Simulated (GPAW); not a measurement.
The system is GaSb.

```
Sb Ga
1.0
     0.00000    3.05900    3.05900
     3.05900    0.00000    3.05900
     3.05900    3.05900    0.00000
Sb Ga
1 1
Direct
  0.75000 0.75000 0.75000
  0.00000 0.00000 0.00000
```

Base run:

| Item | Value |
| --- | --- |
| Program | GPAW 26.7.0 |
| Functional | revPBE |
| Potentials or basis | the program's PAW data sets (release 1.2.1) made for this functional |
| Cutoff | 600 eV |
| Basis | pw |
| k mesh | 8 × 8 × 8 |
| Occupations | fermi-dirac, width 0.05 eV |
| Spin | no spin polarisation |

Its results: band gap on the k mesh 0.16 eV, direct; pressure 3.5 GPa.

**Question.** The run is repeated on the same cell with these changes: functional from revPBE to RPBE. What comes out?

**Answer.** Band gap on the k mesh 0.19 eV, direct; pressure 4.0 GPa.

Caveats: spin-orbit coupling is left out, which moves the levels of the heavy elements.
